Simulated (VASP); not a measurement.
# Sm (I4/mmm) in VASP: a series of runs

The runs below take Sm through single point, with PBE.

All numbers are computed with VASP 6.6.1; they aren't measurements. Logs are shortened: lines on timing, memory, paths and dates and some standing lists are left out, and cuts for length are marked.

### Step 1. The structure

The structure is tetragonal, space group I4/mmm (No. 139). Conventional cell: a = 3.635 Å, b = 3.635 Å, c = 5.122 Å, α = 90.00°, β = 90.00°, γ = 90.00°. Around Sm (site symmetry 4/mmm) lie 12 Sm at 3.63 Å.

This isn't the form of Sm at room conditions, which is rhombohedral.

### Step 2. Single point, PBE, collinear spin, ferromagnetic start

Contents of INCAR:

```
SYSTEM = Sm
PREC = Accurate
ENCUT = 280
EDIFF = 1E-6
ISMEAR = 1
SIGMA = 0.2
LREAL = .False.
LASPH = .True.
NELM = 100
ALGO = Normal
ISIF = 2
LWAVE = .False.
LCHARG = .False.
ISPIN = 2
MAGMOM = 5
LORBIT = 11
LMAXMIX = 6
GGA = PE
ADDGRID = .False.
```

Contents of KPOINTS:

```
regular mesh
0
Gamma
  9 9 9
  0 0 0
```

Contents of POSCAR:

```
Sm
1.0
   -1.8173030691      1.8173030691      2.5609871902
    1.8173030691     -1.8173030691      2.5609871902
    1.8173030691      1.8173030691     -2.5609871902
Sm
1
Direct
    0.0000000000      0.0000000000      0.0000000000
```

Potentials or basis: VASP PAW PBE potentials, release 64 (Sm).

The run is started by

```
$ cat potpaw_PBE.64/Sm/POTCAR > POTCAR
$ mpirun -np 1 vasp_std > vasp.out
```

OUTCAR:

```text
SYSTEM = Sm
   PREC = Accurate
   ENCUT = 280
   EDIFF = 1E-6
   ISMEAR = 1
   LREAL = .False.
   LASPH = .True.
   NELM = 100
   ISIF = 2
   ISPIN = 2
   LORBIT = 11
   GGA = PE

 Found     75 irreducible k-points:

 Following reciprocal coordinates:
            Coordinates               Weight
  0.000000  0.000000  0.000000      1.000000
  0.111111 -0.000000  0.000000      8.000000
  0.222222 -0.000000  0.000000      8.000000
  0.333333  0.000000  0.000000      8.000000
  0.444444 -0.000000  0.000000      8.000000
  0.111111  0.111111  0.000000      8.000000
   k-points           NKPTS =     75   k-points in BZ     NKDIM =     75   number of bands    NBANDS=     15
   number of dos      NEDOS =    301   number of ions     NIONS =      1
   total plane-waves  NPLWV =   8000
   dimension x,y,z NGX =    20 NGY =   20 NGZ =   20
   dimension x,y,z NGXF=    40 NGYF=   40 NGZF=   40
   ions per type =               1
   NGX,Y,Z   is equivalent  to a cutoff of   9.16,  9.16,  9.16 a.u.
   NGXF,Y,Z  is equivalent  to a cutoff of  18.33, 18.33, 18.33 a.u.
 SYSTEM =  Sm
   PREC   = accura    normal or accurate (medium, high low for compatibility)
   ISTART =      0    job   : 0-new  1-cont  2-samecut
   ICHARG =      2    charge: 1-file 2-atom 10-const
   ISPIN  =      2    spin polarized calculation?
   LNONCOLLINEAR =      F non collinear calculations
   LSORBIT =      F    spin-orbit coupling
   LASPH  =      T    aspherical Exc in radial PAW
   ENCUT  =  280.0 eV  20.58 Ry    4.54 a.u.   4.95  4.95  4.95*2*pi/ulx,y,z
   NELM   =    100;   NELMIN=  2; NELMDL= -5     # of ELM steps
   EDIFF  = 0.1E-05   stopping-criterion for ELM
   LREAL  =      F    real-space projection
   EDIFFG = 0.1E-04   stopping-criterion for IOM
   NSW    =      0    number of steps for IOM
   IBRION =     -1    ionic relax: 0-MD 1-quasi-New 2-CG
   NFREE  =      0    steps in history (QN), initial steepest desc. (CG)
   ISIF   =      2    stress and relaxation
   ISYM   =      2    0-nonsym 1-usesym 2-fastsym
   POTIM  = 0.5000    time-step for ionic-motion
   TEBEG  =    0.0;   TEEND  =   0.0 temperature during run
   PSTRESS=    0.0 pullay stress
   NELECT =      16.0000    total number of electrons
   NUPDOWN=      -1.0000    fix difference up-down
   EMIN   =  10.00;   EMAX   =-10.00  energy-range for DOS
   EFERMI =   0.00;   METHOD = LEGACY
   ISMEAR =     1;   SIGMA  =   0.20  broadening in eV -4-tet -1-fermi 0-gaus
   EFERMI_NEDOS =   21; number of points for ismear=-14 and -15
   IALGO  =     38    algorithm
   IMIX   =      4    mixing-type and parameters
     AMIX     =   0.40;   BMIX     =  1.00
     AMIX_MAG =   1.60;   BMIX_MAG =  1.00
  volume/ion in A,a.u.               =      33.83       228.31
  Fermi-wavevector in a.u.,A,eV,Ry     =   1.275481  2.410310 22.134675  1.626853
  Thomas-Fermi vector in A             =   2.408191
   LORBIT       =     11    0 simple, 1 ext, 2 COOP (PROOUT), +10 PAW based schemes
   GGA     = PE    functional components
   LHFCALC =     F    Hartree Fock is set to
   AEXX    =    0.0000 exact exchange contribution
   IVDW    =     0    specifies the selected vdW correction
   LEPSILON=     F    determine dielectric tensor
   LRPA    =     F    only Hartree local field effects (RPA)
 spin polarized calculation
 Methfessel and Paxton  Order N= 1 SIGMA  =   0.20
  energy-cutoff  :      280.00
  volume of cell :       33.83
 maximum number of plane-waves:       368
   NGX =  9   NGY =  9   NGZ =  9

 number of electron      15.9999996 magnetization       6.5687452

 Free energy of the ion-electron system (eV)
  ---------------------------------------------------
  ext. energy  EPLUGINS =         0.00000000
  ---------------------------------------------------
  free energy    TOTEN  =        -9.21325500 eV

  energy without entropy =       -9.19350182  energy(sigma->0) =       -9.20667061

 E-fermi :   3.0828     XC(G=0):  -9.7830

 val. band max:        3.0756746676   @ k =   0.4444   0.1111   0.0000
 cond. band min:       3.0866296978   @ k =   0.3333   0.1111   0.1111
 fundamental gap:      0.0109550302
 Fermi energy:         3.0828053608

 spin component 1

 k-point     1 :       0.0000    0.0000    0.0000
  band No.  band energies     occupation
      1     -36.9952      1.00000
      2     -16.1318      1.00000
      3     -16.1318      1.00000
      4     -16.1307      1.00000
      5      -1.4749      1.00000
      6       2.7533      1.02088
      7       2.8348      1.03542
      8       2.8348      1.03542
      9       2.8350      1.03543
     10       2.8597      1.03333
     11       2.8597      1.03333
     12       2.8618      1.03287
     13       4.8275     -0.00000
     14       4.8275     -0.00000
[... 77 lines left out ...]
      2     -16.4113      1.00000
      3     -16.2194      1.00000
      4     -16.1530      1.00000
      5      -0.5865      1.00000
      6       2.6815      1.00783
      7       2.7180      1.01352
      8       2.7463      1.01931
      9       2.8060      1.03235
     10       2.8110      1.03316
     11       2.9010      1.01292
     12       2.9025      1.01168
     13       4.2732     -0.00000
     14       5.1806     -0.00000
     15       5.3517     -0.00000

 [... further k-points ...]

 spin component 2

 k-point     1 :       0.0000    0.0000    0.0000
  band No.  band energies     occupation
      1     -34.3307      1.00000
      2     -14.0379      1.00000
      3     -14.0379      1.00000
      4     -14.0369      1.00000
      5      -0.1710      1.00000
      6       5.9912     -0.00000
      7       6.1342     -0.00000
      8       6.1342     -0.00000
      9       6.1648     -0.00000
     10       6.6013     -0.00000
     11       6.6013     -0.00000
     12       6.6076     -0.00000
     13       7.2887      0.00000
     14       7.2887      0.00000
[... 77 lines left out ...]
      2     -14.3551      1.00000
      3     -14.1370      1.00000
      4     -14.0600      1.00000
      5       0.7481      1.00000
      6       5.0696     -0.00000
      7       6.0856     -0.00000
      8       6.3434     -0.00000
      9       6.5012     -0.00000
     10       6.5364     -0.00000
     11       6.6690     -0.00000
     12       6.7310     -0.00000
     13       7.2318      0.00000
     14       7.2523      0.00000
     15       7.5048      0.00000

 [... further k-points ...]
[... 5 lines left out ...]
  --------------------------------------------------------------------------------------
  -------------------------------------------------------------------------------------
  Total       -0.1289930     -0.1289930     -0.1174044      0.0000000      0.0000000      0.0000000
  in kB       -6.1087803     -6.1087803     -5.5599757      0.0000000      0.0000000      0.0000000
  external PRESSURE =      -5.9258455 kB  Pullay stress =       0.0000000 kB

 VOLUME and BASIS-vectors are now :
 -----------------------------------------------------------------------------
  energy-cutoff  :      280.00
  volume of cell :       33.83
      direct lattice vectors                 reciprocal lattice vectors
    -1.817303069  1.817303069  2.560987190     0.000000000  0.275132975  0.195237212
     1.817303069 -1.817303069  2.560987190     0.275132975  0.000000000  0.195237212
     1.817303069  1.817303069 -2.560987190     0.275132975  0.275132975  0.000000000

 POSITION                                       TOTAL-FORCE (eV/Angst)
 -----------------------------------------------------------------------------------
      0.00000      0.00000      0.00000         0.000000     -0.000000     -0.000000
 -----------------------------------------------------------------------------------
    total drift:                                0.000000     -0.000000      0.000000

  FREE ENERGIE OF THE ION-ELECTRON SYSTEM (eV)
  ---------------------------------------------------
  free  energy   TOTEN  =        -9.2132550050 eV

  energy  without entropy=       -9.1935018225  energy(sigma->0) =       -9.20667061

 total charge

# of ion       s       p       d       f       tot
--------------------------------------------------
    1        2.081   5.608   0.475   5.490  13.654

 magnetization (x)

# of ion       s       p       d       f       tot
--------------------------------------------------
    1       -0.001  -0.042   0.271   5.483   5.711
```

Wall time 42 s (1 thread of Intel Xeon Platinum 8488C (Sapphire Rapids), shared host); peak memory 0.16 GiB.

The run converged, but a check on its numbers failed (symmetry, net force, bounds or a known fault of this set-up), so they aren't taken as properties of the crystal.

Caveat: the cutoff lies under the usual one of these potentials, so the numbers hold a large basis-set error; the magnetic or orbital state may not be the lowest; spin-orbit coupling is left out, which moves the levels of the heavy elements.

### Step 3. Single point, PBE, collinear spin, ferromagnetic start

INCAR is that of step 2.

KPOINTS is that of step 2.

Contents of POSCAR:

```
Sm
1.0
   -1.8424340000      1.8281900000      2.5309280000
    1.8521830000     -1.8921630000      2.5832430000
    1.7732950000      1.8230240000     -2.5763240000
Sm
1
Direct
    0.0008670000     -0.0165060000      0.0081580000
```

Potentials or basis: VASP PAW PBE potentials, release 64 (Sm).

The run is started by

```
$ cat potpaw_PBE.64/Sm/POTCAR > POTCAR
$ mpirun -np 1 vasp_std > vasp.out
```

Wall time 3.5 min (1 thread of Intel Xeon Platinum 8488C (Sapphire Rapids), shared host); peak memory 0.25 GiB.

The run converged, but a check on its numbers failed (symmetry, net force, bounds or a known fault of this set-up), so they aren't taken as properties of the crystal.

Caveat: the cutoff lies under the usual one of these potentials, so the numbers hold a large basis-set error; the magnetic or orbital state may not be the lowest; spin-orbit coupling is left out, which moves the levels of the heavy elements.

### Step 4. Single point, PBE, collinear spin, ferromagnetic start

INCAR: that of step 3 with these lines changed.

```diff
@@ -2,3 +2,3 @@
 PREC = Accurate
-ENCUT = 280
+ENCUT = 400
 EDIFF = 1E-6
```

KPOINTS is that of step 3.

Contents of POSCAR:

```
Sm
1.0
   -1.8173030691      1.8173030691      2.5609871902
    1.8173030691     -1.8173030691      2.5609871902
    1.8173030691      1.8173030691     -2.5609871902
Sm
1
Direct
    0.0000000000      0.0000000000      0.0000000000
```

Potentials or basis: VASP PAW PBE potentials, release 64 (Sm).

The run is started by

```
$ cat potpaw_PBE.64/Sm/POTCAR > POTCAR
$ mpirun -np 1 vasp_std > vasp.out
```

OUTCAR:

```text
SYSTEM = Sm
   PREC = Accurate
   ENCUT = 400
   EDIFF = 1E-6
   ISMEAR = 1
   LREAL = .False.
   LASPH = .True.
   NELM = 100
   ISIF = 2
   ISPIN = 2
   LORBIT = 11
   GGA = PE

 Found     75 irreducible k-points:

 Following reciprocal coordinates:
            Coordinates               Weight
  0.000000  0.000000  0.000000      1.000000
  0.111111 -0.000000  0.000000      8.000000
  0.222222 -0.000000  0.000000      8.000000
  0.333333  0.000000  0.000000      8.000000
  0.444444 -0.000000  0.000000      8.000000
  0.111111  0.111111  0.000000      8.000000
   k-points           NKPTS =     75   k-points in BZ     NKDIM =     75   number of bands    NBANDS=     15
   number of dos      NEDOS =    301   number of ions     NIONS =      1
   total plane-waves  NPLWV =  13824
[... 301 lines left out ...]
  Total        0.5461025      0.5461025      0.5628528      0.0000000     -0.0000000      0.0000000
  in kB       25.8620308     25.8620308     26.6552828      0.0000000     -0.0000000      0.0000000
  external PRESSURE =      26.1264482 kB  Pullay stress =       0.0000000 kB

 VOLUME and BASIS-vectors are now :
 -----------------------------------------------------------------------------
  energy-cutoff  :      400.00
  volume of cell :       33.83
      direct lattice vectors                 reciprocal lattice vectors
    -1.817303069  1.817303069  2.560987190     0.000000000  0.275132975  0.195237212
     1.817303069 -1.817303069  2.560987190     0.275132975  0.000000000  0.195237212
     1.817303069  1.817303069 -2.560987190     0.275132975  0.275132975  0.000000000

 POSITION                                       TOTAL-FORCE (eV/Angst)
 -----------------------------------------------------------------------------------
      0.00000      0.00000      0.00000         0.000000      0.000000      0.000000
 -----------------------------------------------------------------------------------
    total drift:                                0.000000     -0.000000     -0.000000

  FREE ENERGIE OF THE ION-ELECTRON SYSTEM (eV)
  ---------------------------------------------------
  free  energy   TOTEN  =        -9.2761504091 eV

  energy  without entropy=       -9.2581187656  energy(sigma->0) =       -9.27013986

 total charge

# of ion       s       p       d       f       tot
--------------------------------------------------
    1        2.081   5.602   0.465   5.512  13.661

 magnetization (x)

# of ion       s       p       d       f       tot
--------------------------------------------------
    1       -0.001  -0.055   0.274   5.506   5.724
```

OSZICAR:

```text
N       E                     dE             d eps       ncg     rms          rms(c)
DAV:   1     0.868839771325E+02    0.86884E+02   -0.50575E+03  5114   0.326E+03
DAV:   2     0.286891506008E+01   -0.84015E+02   -0.77818E+02  6000   0.243E+02
DAV:   3    -0.622619636266E+01   -0.90951E+01   -0.88323E+01  6666   0.831E+01
DAV:   4    -0.721416831905E+01   -0.98797E+00   -0.91436E+00  8727   0.203E+01
[... 12 lines left out ...]
DAV:  17    -0.927631695049E+01   -0.43915E-03   -0.12204E-03  8188   0.449E-01    0.417E-01
DAV:  18    -0.927619615385E+01    0.12080E-03   -0.10014E-04  8161   0.181E-01    0.283E-01
DAV:  19    -0.927614574030E+01    0.50414E-04   -0.85351E-05  7826   0.192E-01    0.129E-01
DAV:  20    -0.927615035656E+01   -0.46163E-05   -0.12566E-05  8091   0.577E-02    0.839E-02
DAV:  21    -0.927615040914E+01   -0.52578E-07   -0.62412E-06  4983   0.663E-02
   1 F= -.92761504E+01 E0= -.92701399E+01  d E =-.180316E-01  mag=     6.5960
```

stdout:

```text
POSCAR found type information on POSCAR Sm
 POSCAR found :  1 types and       1 ions
 scaLAPACK will be used
 LDA part: xc-table for (Slater+PW92), standard interpolation
 POSCAR, INCAR and KPOINTS ok, starting setup
 FFT: planning ... GRIDC
 FFT: planning ... GRID_SOFT
 FFT: planning ... GRID
 WAVECAR not read
 entering main loop
```

Run time: 49 s. Hardware: 1 thread of Intel Xeon Platinum 8488C (Sapphire Rapids), shared host; peak memory 0.19 GiB.

These settings aren't checked as converged: the numbers below hold their error.

Results:

```yaml
Free_energy: -9.2762 eV
Pressure: 2.6 GPa
Band_gap_on_the_k_mesh: none (metal or under the smearing width)
Net_moment: 6.60 μB per cell
Site_moments: Sm +5.72 μB
Valence_electrons_inside_the_program's_atomic_spheres: Sm 13.66
```

Caveat: the cutoff is under 1.25 times the usual one of these potentials, so pressure, stress and relaxed cells hold a basis-set (Pulay) error; the magnetic or orbital state may not be the lowest; spin-orbit coupling is left out, which moves the levels of the heavy elements.

### Step 5. Single point, PBE, collinear spin, ferromagnetic start

INCAR is that of step 4.

KPOINTS is that of step 4.

Contents of POSCAR:

```
Sm
1.0
   -1.8424340000      1.8281900000      2.5309280000
    1.8521830000     -1.8921630000      2.5832430000
    1.7732950000      1.8230240000     -2.5763240000
Sm
1
Direct
    0.0008670000     -0.0165060000      0.0081580000
```

The run is started by

```
$ cat potpaw_PBE.64/Sm/POTCAR > POTCAR
$ mpirun -np 1 vasp_std > vasp.out
```

Run time: 3.9 min. Hardware: 1 thread of Intel Xeon Platinum 8488C (Sapphire Rapids), shared host; peak memory 0.34 GiB.

These settings aren't checked as converged: the numbers below hold their error.

Results:

```yaml
Free_energy: -9.2733 eV
Pressure: 2.4 GPa
Band_gap_on_the_k_mesh: none (metal or under the smearing width)
Net_moment: 6.59 μB per cell
Site_moments: Sm +5.72 μB
Valence_electrons_inside_the_program's_atomic_spheres: Sm 13.66
```

Caveat: the cutoff is under 1.25 times the usual one of these potentials, so pressure, stress and relaxed cells hold a basis-set (Pulay) error; the magnetic or orbital state may not be the lowest; spin-orbit coupling is left out, which moves the levels of the heavy elements.

### Step 6. Single point, PBE, collinear spin, ferromagnetic start

INCAR: that of step 5 with these lines changed.

```diff
@@ -2,3 +2,3 @@
 PREC = Accurate
-ENCUT = 400
+ENCUT = 460
 EDIFF = 1E-6
```

KPOINTS is that of step 5.

Contents of POSCAR:

```
Sm
1.0
   -1.8173030691      1.8173030691      2.5609871902
    1.8173030691     -1.8173030691      2.5609871902
    1.8173030691      1.8173030691     -2.5609871902
Sm
1
Direct
    0.0000000000      0.0000000000      0.0000000000
```

Potentials or basis: VASP PAW PBE potentials, release 64 (Sm).

The run is started by

```
$ cat potpaw_PBE.64/Sm/POTCAR > POTCAR
$ mpirun -np 1 vasp_std > vasp.out
```

Wall time 1.8 min (1 thread of Intel Xeon Platinum 8488C (Sapphire Rapids), shared host); peak memory 0.22 GiB.

These settings aren't checked as converged: the numbers below hold their error.

Results:

```yaml
Free_energy: -9.2907 eV
Pressure: 2.5 GPa
Band_gap_on_the_k_mesh: none (metal or under the smearing width)
Net_moment: 6.59 μB per cell
Site_moments: Sm +5.72 μB
Valence_electrons_inside_the_program's_atomic_spheres: Sm 13.66
```

Caveat: the magnetic or orbital state may not be the lowest; spin-orbit coupling is left out, which moves the levels of the heavy elements.

### Step 7. The reference run

An earlier run on the cell as given: functional PBE; potentials or basis VASP PAW PBE potentials, release 64 (Sm); cutoff 520 eV; k mesh 10 × 10 × 10; occupations fermi-dirac, width 0.05 eV; collinear spin, ferromagnetic start; starting moments [5.0] μB.

- Pressure: 2.8 GPa
- Band gap on the k mesh: none (metal or under the smearing width)
- Net moment: 6.56 μB per cell
- Site moments: Sm +5.71 μB
- Valence electrons inside the program's atomic spheres: Sm 13.66
